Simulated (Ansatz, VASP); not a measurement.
# One calculation of In3Se, two programs

```xyz
4
Lattice="4.6684 0.0000 0.0000 0.0000 4.6684 0.0000 0.0000 0.0000 4.6684" Properties=species:S:1:pos:R:3 pbc="T T T"
In    0.0000    2.3342    2.3342
In    2.3342    0.0000    2.3342
In    2.3342    2.3342    0.0000
Se    0.0000    0.0000    0.0000
```

Alike in both runs: functional PBEsol; k mesh 10 × 10 × 10; occupations gaussian, width 0.1 eV; no spin polarisation.

Ansatz relaxed the structure, and its values are those at the end. VASP's run is a single point on that final structure, the one shown.

```csv
,VASP,Ansatz
version,VASP 6.6.1,Ansatz 0.2.0
potentials or method,"VASP PAW PBE potentials, release 64 (In_d, Se)","scalar-relativistic, plane waves, PAW"
plane-wave cutoff (eV),520,420
valence electrons in the cell,45,55
```

|  | VASP | Ansatz | Ansatz less VASP |
| --- | --- | --- | --- |
| gap on the k mesh at the Fermi level (eV) | none | none | - |
| pressure (GPa) | 0.0 | 0.0 | +0.02 |

A gap of «none» marks a metal or a gap that the smearing closes. The two sets of potentials don't hold the same shells in valence.

Caveats: the PAW data sets were made with another functional, which shifts forces and pressure a little (VASP).
